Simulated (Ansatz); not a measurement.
## Ge: band structure with LDA

The system is Ge.

```
Ge
1.0
     3.99759    0.00000    0.00000
    -1.99879    3.46201    0.00000
     0.00000    0.00000    6.59938
Ge
4
Direct
  0.33333 0.66667 0.93710
  0.66667 0.33333 0.43710
  0.33333 0.66667 0.56290
  0.66667 0.33333 0.06290
```

This isn't the form of Ge at room conditions, which is diamond.

```json
{
  "Program": "Ansatz 0.2.0",
  "Task": "band structure",
  "Functional": "LDA",
  "Potentials or basis": "Ansatz PAW",
  "Cutoff": "420 eV (not typed: the program's choice for these potentials)",
  "k mesh": "8 × 8 × 4",
  "Occupations": "fermi-dirac, width 0.05 eV",
  "Spin": "no spin polarisation",
  "Path": "[[\"G\", \"M\", \"K\", \"G\", \"A\", \"L\", \"H\", \"A\"], [\"L\", \"M\"], [\"K\", \"H\"]]",
  "Points for each segment of the path": "14"
}
```

| Item | Value |
| --- | --- |
| Pressure | -1.9 GPa |
| Largest force | 0.003 eV/Å |
| Band gap along the path | none (metal or under the smearing width) |

Forces in eV/Å, atoms in the order of the input:
```
Ge   0.000  0.000  0.003
Ge   0.000  0.000  0.003
Ge   0.000  0.000 -0.003
Ge   0.000  0.000 -0.003
```

Stress tensor (GPa, compression positive):
```
-1.83  0.00  0.00
 0.00 -1.83  0.00
 0.00  0.00 -2.12
```

Levels at the corners of the path, in eV from the Fermi level:
| point | band 25 | band 26 | band 27 | band 28 | band 29 | band 30 | band 31 | band 32 |
| --- | --- | --- | --- | --- | --- | --- | --- | --- |
| Γ | -1.41 | -0.16 | -0.15 | -0.10 | 0.18 | 0.18 | 2.30 | 2.30 |
| M | -4.52 | -3.00 | -2.76 | -1.38 | 0.51 | 1.60 | 3.55 | 3.75 |
| K | -4.93 | -3.40 | -3.40 | -3.14 | 1.47 | 4.53 | 4.53 | 5.07 |
| Γ | -1.41 | -0.16 | -0.15 | -0.10 | 0.18 | 0.18 | 2.30 | 2.30 |
| A | -0.79 | -0.79 | -0.79 | -0.79 | 0.63 | 0.63 | 3.40 | 3.40 |
| L | -2.49 | -2.49 | -2.34 | -2.34 | 0.49 | 0.49 | 2.13 | 2.13 |
| H | -4.23 | -4.23 | -1.96 | -1.96 | 1.23 | 1.23 | 4.11 | 4.11 |
| A | -0.79 | -0.79 | -0.79 | -0.79 | 0.63 | 0.63 | 3.40 | 3.40 |
| L | -2.49 | -2.49 | -2.34 | -2.34 | 0.49 | 0.49 | 2.13 | 2.13 |
| M | -4.52 | -3.00 | -2.76 | -1.38 | 0.51 | 1.60 | 3.55 | 3.75 |
| K | -4.93 | -3.40 | -3.40 | -3.14 | 1.47 | 4.53 | 4.53 | 5.07 |
| H | -4.23 | -4.23 | -1.96 | -1.96 | 1.23 | 1.23 | 4.11 | 4.11 |

It took 8.8 s on 2 threads of Intel(R) Xeon(R) Processor @ 2.70GHz (shared host), peak memory 0.47 GiB.

Caveat: the PAW data sets come from PBE, with cores solved anew for the run's functional, which leaves a small shift of forces and pressure.
